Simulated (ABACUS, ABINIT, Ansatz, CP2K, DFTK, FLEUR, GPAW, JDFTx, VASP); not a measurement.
**One calculation of FePt, 9 ways**

```xyz
2
Lattice="2.7235 0.0000 0.0000 0.0000 2.7235 0.0000 0.0000 0.0000 3.7200" Properties=species:S:1:pos:R:3 pbc="T T T"
Pt    1.3618    1.3618    1.8600
Fe    0.0000    0.0000    0.0000
```

Alike in all runs: task single point; functional PBE; k mesh 10 × 10 × 7; occupations fermi-dirac, width 0.05 eV; collinear spin, ferromagnetic start; no spin-orbit coupling. Pressure is positive in compression and, in plane waves, holds the error of the finite cutoff, which Ansatz's Pulay term estimates and takes out.

```csv
program and potentials,plane-wave cutoff (eV),notes,pressure (GPa),net moment per atom (μB)
"Ansatz, Ansatz PAW",420,17 valence electrons an atom on average; Pulay term of +0.08 GPa included,3.41,1.64
"JDFTx, PseudoDojo-SR-PBE-0.5-standard",1225,17 valence electrons an atom on average,4.14,1.68
"ABACUS, PseudoDojo NC SR 0.4.1 PBE standard, plane waves",1225,17 valence electrons an atom on average,4.14,1.68
"DFTK, PseudoDojo SR PBE 0.4.1 standard (PBE)",1225,17 valence electrons an atom on average,4.05,1.68
"ABINIT, JTH PAW PBE v2.0",707,13 valence electrons an atom on average,3.50,1.65
"GPAW, GPAW PAW data sets (gpaw-data 1.2.1)",600,12 valence electrons an atom on average,?,?
"CP2K, POTENTIAL_UZH Pt GTH-PBE-q18, Fe GTH-PBE-q16; TZVP-MOLOPT-PBE-GTH basis",-,atomic basis; 17 valence electrons an atom on average,4.85,1.69
"FLEUR, all-electron, FLAPW",-,-,-,1.64
"VASP, PBE PAW files Fe, Pt, 520 eV",520,9 valence electrons an atom on average,2.97,1.64
```

Problem. Estimate from the other rows what the run with GPAW, GPAW PAW data sets (gpaw-data 1.2.1) gave.

Solution. Pressure 4.01 GPa; net moment per atom 1.64 μB. The other rows, which needn't bracket it: pressure 2.97 to 4.85; net moment per atom 1.64 to 1.69.
